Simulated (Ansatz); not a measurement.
Runs of Ansatz 0.2.0 on TiSi. Symmetry: Cmmm, No. 65, orthorhombic system. Conventional cell: a = 3.632 Å, b = 4.235 Å, c = 3.804 Å, α = 90.00°, β = 90.00°, γ = 90.00°. Around Ti (site symmetry mmm) lie 8 Si at 2.63 to 2.85 Å and 4 Ti at 2.79 Å. Around Si (site symmetry mmm) lie 8 Ti at 2.63 to 2.85 Å and 4 Si at 2.79 Å. The cell comes from a database or a generator and needn't be the stable form of this composition.

```tsv
task	level	cell	k mesh	cutoff (eV)	points for each segment of the path	mesh quality	gap on the mesh (eV)	pressure (GPa)	relaxed volume (Å³/atom)
single point	r2SCAN0	as given	6 × 6 × 4	500	-	coarse	none	-	-
relaxation of cell and atoms	LDA	relaxed	10 × 10 × 7	420	-	not flagged	none	0.0	13.75
relaxation of cell and atoms	r2SCAN	relaxed	10 × 10 × 7	500	-	not flagged	none	0.0	14.40
band structure	LDA	as given	6 × 6 × 4	420	14	coarse	none	(a)	-
```

Alike in all rows: potentials or basis Ansatz PAW; no spin polarisation; smearing fermi-dirac 0.05 eV.

Fill in the values left out.

(a) -8.0.

Caveats: some runs use coarse meshes; the PAW data sets come from PBE, with cores solved anew for the run's functional, which leaves a small shift of forces and pressure; the plane-wave basis is chosen anew once the cell has moved, so the energies of steps on either side of that aren't comparable (some runs).

A k mesh can miss the band edges.

A gap of «none» marks a metal or a gap under the smearing width.

Not every run made on this cell is shown here.
